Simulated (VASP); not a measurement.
A run of VASP 6.6.1 is set up as follows.

INCAR

```
SYSTEM = TePb
PREC = Accurate
ENCUT = 600
EDIFF = 1E-7
ISMEAR = 0
SIGMA = 0.03
LREAL = .False.
LASPH = .True.
NELM = 80
ALGO = Normal
ISIF = 2
LWAVE = .False.
LCHARG = .False.
GGA = PS
IBRION = 2
NSW = 40
EDIFFG = -0.01
```

The input KPOINTS:

```
Automatic mesh
0
Gamma
  8 8 8
  0 0 0
```

Contents of POSCAR:

```
TePb                                    
1.0
    0.0000000000      3.1560810551      3.1560810551
    3.1560810551      0.0000000000      3.1560810551
    3.1560810551      3.1560810551      0.0000000000
  Te              Pb            
     1     1
Direct
     0.5000000000000000    0.5000000000000000    0.5000000000000000
     0.0000000000000000    0.0000000000000000    0.0000000000000000
```

Potentials or basis: VASP PAW PBE potentials, release 64 (Te, Pb_d).

The run is started by

```bash
$ cat potpaw_PBE.64/Te/POTCAR potpaw_PBE.64/Pb_d/POTCAR > POTCAR
$ mpirun -np 1 vasp_std > vasp.out
```

Question: Predict the band gap on the k mesh.

Answer: 0.50 eV, direct.

Final structure:
```cif
data_structure
_symmetry_space_group_name_H-M 'P 1'
_symmetry_Int_Tables_number 1
_cell_length_a 4.4634
_cell_length_b 4.4634
_cell_length_c 4.4634
_cell_angle_alpha 60.000
_cell_angle_beta 60.000
_cell_angle_gamma 60.000
_cell_volume 62.87
loop_
_atom_site_label
_atom_site_type_symbol
_atom_site_fract_x
_atom_site_fract_y
_atom_site_fract_z
_atom_site_occupancy
Te1 Te 0.50000 0.50000 0.50000 1
Pb1 Pb 0.00000 0.00000 0.00000 1
```

Caveat: the relaxation stopped at its first step, so nothing moved; spin-orbit coupling is left out, which as a rule narrows the gap of such compounds by several tenths of an eV. A k mesh can miss the band edges.
